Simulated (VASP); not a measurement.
Data:

```yaml
crystal:
  lattice:
    - [2.06852, 1.19426, 3.63341]
    - [-2.06852, 1.19426, 3.63341]
    - [0.00000, -2.38853, 3.63341]
  atoms:
    - { symbol: Ge, position: [0.99223, 0.99223, 0.99223] }
    - { symbol: Te, position: [0.52878, 0.52878, 0.52878] }
```

Level of theory: PBE GGA, VASP's PBE PAW potentials (set 64) (plane waves; VASP). Run with 300 eV cut-off, 8×8×8 Γ-centred mesh, Gaussian smearing of 0.010 eV, potentials Ge_d Te.

At this cut-off the stress carries a Pulay error, which pulls relaxed volumes low.

**Question.** Give the force on each atom (eV/Å).

**Answer.** 
```tsv
atom	Fx	Fy	Fz
Ge1	0.000	0.000	0.355
Te2	0.000	0.000	-0.355
```

**Question.** Give the stress tensor in GPa (positive for a compressed cell).

**Answer.** 
```
2.73  0.00  0.00
0.00  2.73  0.00
0.00  0.00  1.88
```
The pressure is its mean diagonal, 2.45 GPa.

The structure comes from a computed database's GeTe entry; how it stands against other phases isn't given here. The cell was not relaxed at this level.
